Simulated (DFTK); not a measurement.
# SnTe (Fm-3m) in DFTK: notebook

One crystal, SnTe, is run at these levels: TASK, PBEsol, BJ06; tasks: band structure, equation of state.

Program: DFTK 0.8.2. These are calculated values, not measurements. Logs are shortened: lines on timing, memory, paths and dates and some standing lists are left out, and cuts for length are marked.

**Measured values to compare with.**

A printed reference work, textbook reports, for a bulk crystal of SnTe at 300 K: band gap 0.18 eV (direct).

How close the calculation comes is told below.

## Step 1: The crystal as given

It takes space group Fm-3m (No. 225, cubic). The conventional cell has a = 6.302 Å, b = 6.302 Å, c = 6.302 Å, α = 90.00°, β = 90.00°, γ = 90.00°. Around Te (site symmetry m-3m) lie 6 Sn at 3.15 Å. Sn (site symmetry m-3m) is surrounded by 6 Te at 3.15 Å.

## Step 2: Band structure, TASK

Contents of run.jl:

```julia
using DFTK
using PseudoPotentialData
using Unitful, UnitfulAtomic
using LinearAlgebra, Printf
include("save.jl")
disable_threading()

# lattice vectors are the columns
lattice = austrip(1u"Å") * [           0.0        3.15085        3.15085;
                  3.15085            0.0        3.15085;
                  3.15085        3.15085            0.0]
symbols   = [:Te, :Sn]
positions = [[0.5, 0.5, 0.5],
             [0.0, 0.0, 0.0]]
pseudopotentials = Dict(:Sn => "Sn.upf", :Te => "Te.upf")
elements = Dict(s => ElementPsp(s, pseudopotentials; rcut=10.0) for s in unique(symbols))
atoms    = [elements[s] for s in symbols]

build_model(lattice, positions; symmetries=true) =
    model_DFT(lattice, atoms, positions;
              functionals=[:mgga_x_task, :lda_c_pw],
              temperature=austrip(0.05u"eV"),
              smearing=Smearing.FermiDirac(),
              symmetries)
Ecut  = 45.0  # hartree
kgrid = [4, 4, 4]
tol   = 1e-6
to_GPa = ustrip(uconvert(u"GPa", 1u"hartree/bohr^3"))

model = build_model(lattice, positions)
basis = PlaneWaveBasis(model; Ecut, kgrid)
display(basis)
scfres = self_consistent_field(basis;
                               tol,
                               nbandsalg=AdaptiveBands(model; n_bands_converge=20),
                               solver=ScfAndersonSolver())
display(scfres.energies)
@printf "Fermi level: %.6f eV\n" ustrip(auconvert(u"eV", something(scfres.εF, NaN)))
forces = compute_forces_cart(scfres)
println("Forces (eV/Å)")
for (s, f) in zip(symbols, forces)
    @printf "%-3s %12.6f %12.6f %12.6f\n" s ustrip.(auconvert.(u"eV/Å", f))...
end
stress = compute_stresses_cart(scfres)
println("Stress (GPa)")
display(round.(stress * to_GPa; digits=4))
println("Levels at the first k-point (eV): ", round.(ustrip.(auconvert.(u"eV", scfres.eigenvalues[1][1:scfres.n_bands_converge])); digits=4))
save_scf!(scfres; forces, stress)

points = Dict("G" => [0.0, 0.0, 0.0], "K" => [0.375, 0.375, 0.75], "L" => [0.5, 0.5, 0.5], "U" => [0.625, 0.25, 0.625], "W" => [0.5, 0.25, 0.75], "X" => [0.5, 0.0, 0.5])
segments = [("G", "X", 7), ("X", "W", 4), ("W", "K", 3), ("K", "G", 7), ("G", "L", 6), ("L", "U", 4), ("U", "W", 3), ("W", "L", 5), ("L", "K", 4), ("U", "X", 3)]
kcoords = vcat([[points[a] + t * (points[b] - points[a]) for t in range(0, 1, n)] for (a, b, n) in segments]...)
bands = compute_bands(scfres, ExplicitKpoints(kcoords); n_bands=22, tol=1e-5)
for (k, ε) in zip(bands.basis.kpoints, bands.eigenvalues)
    @printf "%d %8.4f %8.4f %8.4f " k.spin k.coordinate...
    println(join([@sprintf("%9.4f", e) for e in ustrip.(auconvert.(u"eV", ε .- scfres.εF))]))
end
results["band_energies"] = rows(bands.eigenvalues); results["band_kpoints"] = rows(kcoords)
```

Potentials or basis: in-house norm-conserving set (r2SCAN, scalar relativistic).

Launch:

```console
$ julia --threads=1 run.jl  # save.jl only writes the numbers to a file and isn't shown; printed stress counts tension as positive; times include loading and compiling
```

The program printed:

```text
[... set-up lines left out ...]
n     Energy            log10(ΔE)   log10(Δρ)   log10(Δτ)   Diag   Δtime
---   ---------------   ---------   ---------   ---------   ----   ------
  1   -187.6293573814                   -1.08        1.42   18.8    23.0s
  2   -187.6708355396       -1.38       -1.41        0.89    6.2    11.3s
  3   -187.6747489560       -2.41       -1.75       -0.74    6.4    10.4s
  4   -187.6750100356       -3.58       -2.04       -1.32    4.0    9.02s
  5   -187.6751118800       -3.99       -2.52       -2.00    4.8    9.69s
  6   -187.6751221177       -4.99       -3.29       -2.24    5.9    9.94s
  7   -187.6751227084       -6.23       -3.67       -3.45    5.9    10.6s
  8   -187.6751227921       -7.08       -4.51       -3.52    6.9    11.2s
  9   -187.6751227957       -8.44       -4.67       -3.91    6.8    11.8s
 10   -187.6751227962       -9.35       -5.49       -4.71    4.9    8.88s
 11   -187.6751227962      -10.40       -5.86       -4.90    6.1    11.0s
 12   -187.6751227962      -11.20       -6.45       -6.05    5.1    10.2s
Energy breakdown (in Ha):
    Kinetic             114.5174563
    AtomicLocal         -147.0130032
    AtomicNonlocal      -49.6825990
    Ewald               -107.5097938
    PspCorrection       4.0925152
    Hartree             47.1765967
    Xc                  -49.2562237
    Entropy             -0.0000712

    total               -187.675122796206
Fermi level: 6.471544 eV
Forces (eV/Å)
Te      0.000000     0.000000     0.000000
Sn      0.000000     0.000000     0.000000
Stress (GPa)
3×3 StaticArraysCore.SMatrix{3, 3, Float64, 9} with indices SOneTo(3)×SOneTo(3):
 -6.5554   0.0      0.0
  0.0     -6.5554   0.0
  0.0      0.0     -6.5554
Levels at the first k-point (eV): [-32.4783, -32.4783, -32.474, -32.474, -32.474, -17.3797, -17.3797, -17.3797, -17.3644, -17.3644, -8.2865, 1.1725, 3.5192, 3.5192, 3.5192, 10.0328, 10.0328, 10.0328, 11.956, 11.956]
1   0.0000   0.0000   0.0000  -38.9499 -38.9499 -38.9455 -38.9455 -38.9455 -23.8512 -23.8512 -23.8512 -23.8359 -23.8359 -14.7581  -5.2990  -2.9523  -2.9523  -2.9523   3.5612   3.5612   3.5612   5.4844   5.4844   5.4844   7.6807
1   0.0833   0.0000   0.0833  -38.9499 -38.9498 -38.9456 -38.9454 -38.9454 -23.8515 -23.8504 -23.8504 -23.8376 -23.8355 -14.6683  -5.8520  -3.0998  -3.0998  -2.2040   2.3631   3.5882   3.5882   5.0659   5.9252   5.9252   7.7708
1   0.1667   0.0000   0.1667  -38.9499 -38.9496 -38.9457 -38.9450 -38.9450 -23.8523 -23.8482 -23.8482 -23.8424 -23.8345 -14.4065  -6.6997  -3.4691  -3.4691  -1.3147   0.9622   3.7693   3.7693   4.3268   7.0603   7.0603   8.0385
1   0.2500   0.0000   0.2500  -38.9500 -38.9494 -38.9459 -38.9445 -38.9445 -23.8535 -23.8492 -23.8450 -23.8450 -23.8331 -14.0010  -7.3641  -3.9126  -3.9126  -2.6072   2.1199   3.6604   4.1552   4.1552   8.4733   8.6416   8.6416
1   0.3333   0.0000   0.3333  -38.9503 -38.9492 -38.9460 -38.9440 -38.9440 -23.8564 -23.8546 -23.8417 -23.8417 -23.8317 -13.5206  -7.7319  -4.3790  -4.3045  -4.3045   3.1620   4.1624   4.6662   4.6662   9.0439  10.4958  10.4976
1   0.4167   0.0000   0.4167  -38.9505 -38.9490 -38.9461 -38.9437 -38.9437 -23.8619 -23.8554 -23.8392 -23.8392 -23.8307 -13.1011  -7.7347  -5.8476  -4.5663  -4.5663   2.8576   5.1363   5.1363   6.1400   9.6476  11.3976  12.2290
[... 38 lines left out ...]
1   0.5625   0.1250   0.5625  -38.9505 -38.9490 -38.9459 -38.9437 -38.9436 -23.8621 -23.8544 -23.8391 -23.8387 -23.8320 -12.9031  -7.9495  -6.4805  -4.5156  -4.2182   3.1627   4.5615   4.9076   6.8488  10.6982  10.9427  11.1294
1   0.5000   0.0000   0.5000  -38.9506 -38.9490 -38.9461 -38.9435 -38.9435 -23.8640 -23.8557 -23.8382 -23.8382 -23.8303 -12.9284  -7.5207  -6.5904  -4.6577  -4.6577   2.7554   5.3362   5.3362   7.1122   9.9613  12.1674  12.5367
```

Run time: 7.8 min. Hardware: 1 thread of Intel Xeon 6975P-C (Granite Rapids), shared host; peak memory 2 GiB.

What came out:

| Property | Result |
| --- | --- |
| Free energy | -5106.9003 eV |
| Pressure | 6.6 GPa |
| Band gap on the k mesh | 0.40 eV, direct |
| Band gap along the path | 0.40 eV, direct |

Levels at the corners of the path, in eV from the valence-band top:
```csv
point,band 11,band 12,band 13,band 14,band 15,band 16,band 17,band 18,band 19,band 20
Γ,-14.59,-5.13,-2.78,-2.78,-2.78,3.73,3.73,3.73,5.66,5.66
X,-12.76,-7.35,-6.42,-4.49,-4.49,2.93,5.51,5.51,7.28,10.13
W,-12.65,-8.43,-5.61,-5.61,-1.24,1.02,5.47,5.47,6.94,6.94
K,-12.71,-8.49,-5.99,-3.93,-3.18,3.30,3.60,5.05,6.35,9.39
Γ,-14.59,-5.13,-2.78,-2.78,-2.78,3.73,3.73,3.73,5.66,5.66
L,-13.11,-9.54,-2.39,-2.39,0.00,0.40,0.40,0.40,9.40,10.12
U,-12.71,-8.49,-5.99,-3.93,-3.18,3.30,3.60,5.05,6.35,9.39
W,-12.65,-8.43,-5.61,-5.61,-1.24,1.02,5.47,5.47,6.94,6.94
L,-13.11,-9.54,-2.39,-2.39,0.00,0.40,0.40,0.40,9.40,10.12
K,-12.71,-8.49,-5.99,-3.93,-3.18,3.30,3.60,5.05,6.35,9.39
U,-12.71,-8.49,-5.99,-3.93,-3.18,3.30,3.60,5.05,6.35,9.39
X,-12.76,-7.35,-6.42,-4.49,-4.49,2.93,5.51,5.51,7.28,10.13
```

Caveat: the k mesh is coarse (spacing up to 0.43 Å⁻¹), so the values aren't converged; the potentials were made for another functional, which shifts forces and pressure; spin-orbit coupling is left out, which moves the levels of the heavy elements.

## Step 3: Equation of state, PBEsol

Contents of run.jl:

```julia
using DFTK
using PseudoPotentialData
using Unitful, UnitfulAtomic
using LinearAlgebra, Printf
include("save.jl")
disable_threading()

lines     = readlines("POSCAR")
lattice   = austrip(1u"Å") * parse(Float64, lines[2]) * hcat([parse.(Float64, split(l)) for l in lines[3:5]]...)
symbols   = vcat([fill(Symbol(s), parse(Int, n)) for (s, n) in zip(split(lines[6]), split(lines[7]))]...)
positions = [parse.(Float64, split(l)[1:3]) for l in lines[9:8+length(symbols)]]
pseudopotentials = Dict(:Sn => "Sn.upf", :Te => "Te.upf")
elements = Dict(s => ElementPsp(s, pseudopotentials; rcut=10.0) for s in unique(symbols))
atoms    = [elements[s] for s in symbols]

build_model(lattice, positions; symmetries=true) =
    model_DFT(lattice, atoms, positions;
              functionals=PBEsol(),
              temperature=austrip(0.05u"eV"),
              smearing=Smearing.FermiDirac(),
              symmetries)
Ecut  = 30.0  # hartree
kgrid = [4, 4, 4]
tol   = 1e-6
to_GPa = ustrip(uconvert(u"GPa", 1u"hartree/bohr^3"))

results["points"] = []
for scale in [0.94, 0.96, 0.98, 1.0, 1.02, 1.04, 1.06]
    println("\n=== scale = ", scale)
    model = build_model(cbrt(scale) * lattice, positions)
    basis = PlaneWaveBasis(model; Ecut, kgrid)
    t0 = time()
    scfres = self_consistent_field(basis;
                                   tol,
                                   nbandsalg=AdaptiveBands(model; n_bands_converge=20))
    seconds = time() - t0
    @printf "SCF: %d iterations, %.1f s\n" scfres.n_iter seconds
    forces = compute_forces_cart(scfres)
    stress = compute_stresses_cart(scfres)
    @printf "V = %.5f Å^3  F = %.8f Ha  max force = %.5f eV/Å  p = %.4f GPa\n" ustrip(auconvert(u"Å^3", model.unit_cell_volume)) scfres.energies.total ustrip(auconvert(u"eV/Å", maximum(norm, forces))) (-tr(stress) / 3 * to_GPa)
    push!(results["points"], save_scf!(scfres; forces, stress, d=Dict{String,Any}("seconds" => seconds, "n_matvec" => get(scfres, :n_matvec, 0))))
end

# third-order Birch-Murnaghan fit in x = V^(-2/3)
V = [0.94, 0.96, 0.98, 1.0, 1.02, 1.04, 1.06] * abs(det(lattice))
E = [p["total"] for p in results["points"]]
x = V .^ (-2 / 3)
c = [x .^ 0 x x .^ 2 x .^ 3] \ E
Δ = c[3]^2 - 3c[2] * c[4]
if Δ > 0
    x0 = (-c[3] + sqrt(Δ)) / 3c[4]
    B0 = 4 / 9 * x0^(7 / 2) * (2c[3] + 6c[4] * x0)
    @printf "V0 = %.4f Å^3  B0 = %.2f GPa\n" ustrip(auconvert(u"Å^3", x0^(-3 / 2))) B0 * to_GPa
end
```

Contents of POSCAR:

```
SnTe
1.0
    0.0000000000      3.1508500000      3.1508500000
    3.1508500000      0.0000000000      3.1508500000
    3.1508500000      3.1508500000      0.0000000000
Te Sn
1 1
Direct
    0.5000000000      0.5000000000      0.5000000000
    0.0000000000      0.0000000000      0.0000000000
```

Potentials or basis: SPMS 1.0 (PBE).

Launch:

```console
$ julia --threads=1 run.jl  # save.jl only writes the numbers to a file and isn't shown; printed stress counts tension as positive; times include loading and compiling
```

Wall time 5 min (1 thread of Intel Xeon 6975P-C (Granite Rapids), shared host); peak memory 1.5 GiB.

The run converged. Its results:

```yaml
Equilibrium_volume: 30.64 Å³/atom
Bulk_modulus: 47 GPa
Pressure_derivative_of_the_bulk_modulus: 5.9
```

Energy against volume, from the lowest point:
```tsv
volume (Å³/atom)	energy (meV/atom)
29.404	8.01
30.030	1.86
30.656	0.00
31.281	1.89
31.907	7.02
32.532	14.96
33.158	25.34
```

Caveat: the k mesh is coarse (spacing up to 0.43 Å⁻¹), so the values aren't converged; the potentials were made for another functional, which shifts forces and pressure.

## Step 4: Band structure, BJ06

Contents of run.jl:

```julia
using DFTK
using PseudoPotentialData
using Unitful, UnitfulAtomic
using LinearAlgebra, Printf
using AtomsBase
include("save.jl")
disable_threading()

cell = [[0.0, 3.15085, 3.15085],
        [3.15085, 0.0, 3.15085],
        [3.15085, 3.15085, 0.0]]u"Å"
system = periodic_system([:Te => [0.5, 0.5, 0.5],
                          :Sn => [0.0, 0.0, 0.0]],
                         cell; fractional=true)
lattice   = austrip.(hcat(cell_vectors(system)...))
symbols   = atomic_symbol(system, :) .|> Symbol
positions = [lattice \ austrip.(position(system, i)) for i in 1:length(system)]
pseudopotentials = PseudoFamily("cp2k.nc.sr.pbe.v0_1.semicore.gth")
elements = Dict(s => ElementPsp(s, pseudopotentials) for s in unique(symbols))
atoms    = [elements[s] for s in symbols]

build_model(lattice, positions; symmetries=true) =
    model_DFT(lattice, atoms, positions;
              functionals=[:mgga_x_tb09, :lda_c_pw],
              temperature=austrip(0.05u"eV"),
              smearing=Smearing.FermiDirac(),
              symmetries)
Ecut  = 26.0  # hartree
kgrid = [7, 7, 7]
tol   = 1e-6
to_GPa = ustrip(uconvert(u"GPa", 1u"hartree/bohr^3"))

model = build_model(lattice, positions)
basis = PlaneWaveBasis(model; Ecut, kgrid)
display(basis)
scfres = self_consistent_field(basis;
                               tol,
                               nbandsalg=AdaptiveBands(model; n_bands_converge=10),
                               solver=ScfAndersonSolver())
display(scfres.energies)
@printf "Fermi level: %.6f eV\n" ustrip(auconvert(u"eV", something(scfres.εF, NaN)))
println("Levels at the first k-point (eV): ", round.(ustrip.(auconvert.(u"eV", scfres.eigenvalues[1][1:scfres.n_bands_converge])); digits=4))
save_scf!(scfres)

points = Dict("G" => [0.0, 0.0, 0.0], "K" => [0.375, 0.375, 0.75], "L" => [0.5, 0.5, 0.5], "U" => [0.625, 0.25, 0.625], "W" => [0.5, 0.25, 0.75], "X" => [0.5, 0.0, 0.5])
segments = [("G", "X", 7), ("X", "W", 4), ("W", "K", 3), ("K", "G", 7), ("G", "L", 6), ("L", "U", 4), ("U", "W", 3), ("W", "L", 5), ("L", "K", 4), ("U", "X", 3)]
kcoords = vcat([[points[a] + t * (points[b] - points[a]) for t in range(0, 1, n)] for (a, b, n) in segments]...)
bands = compute_bands(scfres, ExplicitKpoints(kcoords); n_bands=12, tol=1e-5)
for (k, ε) in zip(bands.basis.kpoints, bands.eigenvalues)
    @printf "%d %8.4f %8.4f %8.4f " k.spin k.coordinate...
    println(join([@sprintf("%9.4f", e) for e in ustrip.(auconvert.(u"eV", ε .- scfres.εF))]))
end
results["band_energies"] = rows(bands.eigenvalues); results["band_kpoints"] = rows(kcoords)
```

Potentials or basis: cp2k.nc.sr.pbe.v0_1.semicore.gth (PBE, GTH).

Launch:

```console
$ julia --threads=1 run.jl  # save.jl only writes the numbers to a file and isn't shown; printed stress counts tension as positive; times include loading and compiling
```

Run time: 62 s. Hardware: 1 thread of Intel Xeon 6975P-C (Granite Rapids), shared host; peak memory 1.7 GiB.

It converged, with:

```
Band gap along the path : 0.08 eV, direct
```

Levels at the corners of the path, in eV from the Fermi level:
```tsv
point	band 1	band 2	band 3	band 4	band 5	band 6	band 7	band 8	band 9	band 10
Γ	-12.95	-4.54	-2.37	-2.37	-2.37	3.40	3.40	3.40	4.47	4.47
X	-11.38	-6.40	-5.82	-3.98	-3.98	1.92	4.98	4.98	6.42	8.72
W	-11.29	-7.37	-5.08	-5.08	-1.03	0.80	4.46	4.46	6.09	6.09
K	-11.34	-7.44	-5.43	-3.50	-2.87	2.94	2.97	4.10	5.53	8.09
Γ	-12.95	-4.54	-2.37	-2.37	-2.37	3.40	3.40	3.40	4.47	4.47
L	-11.67	-8.40	-2.11	-2.11	-0.04	0.03	0.27	0.27	7.73	8.76
U	-11.34	-7.44	-5.43	-3.50	-2.87	2.94	2.97	4.10	5.53	8.09
W	-11.29	-7.37	-5.08	-5.08	-1.03	0.80	4.46	4.46	6.09	6.09
L	-11.67	-8.40	-2.11	-2.11	-0.04	0.03	0.27	0.27	7.73	8.76
K	-11.34	-7.44	-5.43	-3.50	-2.87	2.94	2.97	4.10	5.53	8.09
U	-11.34	-7.44	-5.43	-3.50	-2.87	2.94	2.97	4.10	5.53	8.09
X	-11.38	-6.40	-5.82	-3.98	-3.98	1.92	4.98	4.98	6.42	8.72
```

Caveat: this odd mesh misses L, where the gap lies, so gap, dielectric constants and Born charges aren't listed; the program leaves the constant c of mgga_x_tb09 at 1, so the potential is Becke-Johnson's (BJ06) and not Tran and Blaha's, with levels but no total energy; GTH potentials come without recommended cutoffs, and this one wasn't checked for convergence; the program warned that the kinetic-energy density falls under its von Weizsäcker bound, which can give unphysical results; the potentials were made for another functional, which shifts forces and pressure; spin-orbit coupling is left out, which moves the levels of the heavy elements.

## Step 5: For comparison

An earlier run on the cell as given: functional PBE; potentials or basis dojo.nc.sr.pbe.v0_4_1.standard.upf (PBE); cutoff 1088 eV; k mesh 7 × 7 × 7; occupations fermi-dirac, width 0.05 eV; no spin polarisation.

- Pressure: 2.3 GPa

## Step 6: Summary

| task | level | potentials or basis | k mesh | cutoff (eV) | valence electrons | SCF solver | mesh quality | pressure (GPa) |
| --- | --- | --- | --- | --- | --- | --- | --- | --- |
| band structure | TASK | in-house norm-conserving set (r2SCAN, scalar relativistic) | 4 × 4 × 4 | 1225 | Sn 14, Te 16 | ScfAndersonSolver | coarse | 6.6 |
| equation of state | PBEsol | SPMS 1.0 (PBE) | 4 × 4 × 4 | 816 | Sn 14, Te 16 | - | coarse | - |
| band structure | BJ06 | cp2k.nc.sr.pbe.v0_1.semicore.gth (PBE, GTH) | 7 × 7 × 7 | 707 | Sn 4, Te 6 | ScfAndersonSolver | not flagged | - |
| single point | PBE | dojo.nc.sr.pbe.v0_4_1.standard.upf (PBE) | 7 × 7 × 7 | 1088 | Sn 14, Te 16 | - | not flagged | 2.3 |

Alike in all rows: no spin polarisation; cell as given; smearing fermi-dirac 0.05 eV.

Caveats: some runs use coarse meshes; the potentials were made for another functional, which shifts forces and pressure (some runs); spin-orbit coupling is left out, which moves the levels of the heavy elements (some runs); the program leaves the constant c of mgga_x_tb09 at 1, so the potential is Becke-Johnson's (BJ06) and not Tran and Blaha's, with levels but no total energy (some runs); GTH potentials come without recommended cutoffs, and this one wasn't checked for convergence (some runs); the program warned that the kinetic-energy density falls under its von Weizsäcker bound, which can give unphysical results (some runs).

Absolute energies hang on the potentials; compare differences alone.

## Step 7: Against experiment

Step 4. Against the measured gap of SnTe, 0.18 eV (direct; 300 K; a printed reference work, textbook), the calculated 0.08 eV is off by -0.10 eV. Spin-orbit coupling on Sn, Te is left out. The value is that of BJ06, without temperature or zero-point motion.
